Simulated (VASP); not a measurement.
# GaSb: single point with PBE

**Measured values to compare with.**

From a printed reference work, data compilation, for a bulk crystal of GaSb at 4.2 K: band gap 0.811 eV (direct).

GaSb:

```
CELL_PARAMETERS angstrom
0.00000 3.05900 3.05900
3.05900 0.00000 3.05900
3.05900 3.05900 0.00000
ATOMIC_POSITIONS crystal
Sb 0.75000 0.75000 0.75000
Ga 0.00000 0.00000 0.00000
```

```
Program             : VASP 6.6.1
Task                : single point
Functional          : PBE
Potentials or basis : VASP PAW PBE potentials, release 64 (Sb, Ga_d)
Cutoff              : 520 eV
k mesh              : 8 × 8 × 8
Occupations         : gaussian, width 0.028 eV
Spin                : no spin polarisation
```

- Pressure: 2.4 GPa
- Band gap on the k mesh: 0.04 eV, direct

Levels at points of the mesh, in eV from the valence-band top:
```
           k point  band 5  band 6  band 7  band 8  band 9  band 10  band 11  band 12  band 13  band 14
(0.00, 0.00, 0.00)  -14.99  -11.48    0.00    0.00    0.00     0.04     2.78     2.78     2.78     5.81
(0.50, 0.00, 0.00)  -14.99   -9.85   -6.37   -1.15   -1.15     0.40     3.75     3.75     6.47     9.36
(0.50, 0.50, 0.00)  -14.98   -9.02   -6.81   -2.57   -2.57     0.90     1.25     8.68     8.68    10.06
```

It took 54 s on 1 thread of AMD EPYC 7571 (shared host), peak memory 0.15 GiB.

A measured gap of GaSb is 0.811 eV (direct; 4.2 K; a printed reference work, data compilation); the calculated 0.04 eV misses it by -0.78 eV. Spin-orbit coupling on Ga, Sb is left out. The value is that of PBE on a finite k mesh, which can miss the band edges, without temperature or zero-point motion. Semilocal functionals fall short of measured gaps as a rule.

Caveat: spin-orbit coupling is left out, which moves the levels of the heavy elements.
